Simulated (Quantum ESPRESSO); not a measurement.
**MoP in Quantum ESPRESSO: the effect of target pressure**

The system is MoP.

```
Mo P
1.0
     3.22300    0.00000    0.00000
    -1.61150    2.79120    0.00000
     0.00000    0.00000    3.19100
Mo P
1 1
Direct
  0.00000 0.00000 0.00000
  0.33333 0.66667 0.50000
```

Alike in all runs:

| Property | Result |
| --- | --- |
| Program | Quantum ESPRESSO 7.5 |
| Task | relaxation of cell and atoms |
| Functional | PBE |
| Potentials or basis | SSSP 1.3 efficiency PBE |
| Cutoff | 939 eV |
| Density cutoff | 6884 eV |
| k mesh | 10 × 10 × 8 |
| Occupations | fermi-dirac, width 0.05 eV |
| Spin | no spin polarisation |

Each run relaxes the cell or the atoms first.

```tsv
target pressure	relaxed volume (Å³/atom)
0 GPa	14.52
2 GPa	14.39
5 GPa	?
10 GPa	13.92
20 GPa	13.43
30 GPa	13.01
```

Q: What does the run with target pressure 5 GPa give?

A: Relaxed volume 14.20 Å³/atom.

Worked out: In Murnaghan's law V^(-B') rises as a straight line in P. The other rows fit best with B' = 3.9, V0 = 14.52 Å³/atom and B0 = 219 GPa, which gives 14.21 Å³/atom at 5 GPa, against the run's 14.20.
